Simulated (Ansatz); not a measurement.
Here is an Ansatz 0.2.0 calculation.

The input input.yaml:

```yaml
crystal:
  lattice:
    - [5.605, 0.0, 0.0]
    - [0.0, 5.605, 0.0]
    - [0.0, 0.0, 5.605]
  atoms:
    - { symbol: Pb, position: [0.5, 0.5, 0.5] }
    - { symbol: Cs, position: [0.0, 0.0, 0.0] }
    - { symbol: Cl, position: [0.5, 0.0, 0.5] }
    - { symbol: Cl, position: [0.0, 0.5, 0.5] }
    - { symbol: Cl, position: [0.5, 0.5, 0.0] }
hamiltonian:
  xc: pbesol
  pseudopotentials: { kind: paw_fr }
magnetization:
  noncollinear: true
  spin_orbit: true
kpoints:
  mp_grid: { grid: [5, 5, 5] }
  band_path:
    path:
      - [[0.0, 0.0, 0.0], [0.0, 0.5, 0.0], [0.5, 0.5, 0.0], [0.0, 0.0, 0.0], [0.5, 0.5, 0.5], [0.0, 0.5, 0.0]]
      - [[0.5, 0.5, 0.0], [0.5, 0.5, 0.5]]
    npoints: 14
scf:
  occupations: { method: fermi_dirac, width: 0.05 }
  n_extra_bands: 12
output:
  forces: true
  stress: true
  eigenvalues: true
  fatbands: true
```

Potentials or basis: Ansatz PAW.

Launch:

```console
$ ansatz run input.yaml --threads 2 --pin off --max-ram 5632MiB --backend cpu --events-out ev --progress --plain --runs-dir out
```

Problem. Predict the pressure.

Solution. 0.0 GPa.

Problem. Predict the band gap along the path.

Solution. 0.59 eV, direct.

Levels at the corners of the path, in eV from the valence-band top:
```tsv
point	band 41	band 42	band 43	band 44	band 45	band 46	band 47	band 48
Γ	-2.53	-2.53	-2.53	-2.53	3.17	3.17	4.16	4.16
X	-2.66	-2.66	-1.71	-1.71	2.53	2.53	4.47	4.47
M	-2.27	-2.27	-0.83	-0.83	1.53	1.53	2.88	2.88
Γ	-2.53	-2.53	-2.53	-2.53	3.17	3.17	4.16	4.16
R	-2.23	-2.23	0.00	0.00	0.59	0.59	2.22	2.22
X	-2.66	-2.66	-1.71	-1.71	2.53	2.53	4.47	4.47
M	-2.27	-2.27	-0.83	-0.83	1.53	1.53	2.88	2.88
R	-2.23	-2.23	0.00	0.00	0.59	0.59	2.22	2.22
```

Caveat: the PAW data sets come from PBE, with cores solved anew for the run's functional, which leaves a small shift of forces and pressure.
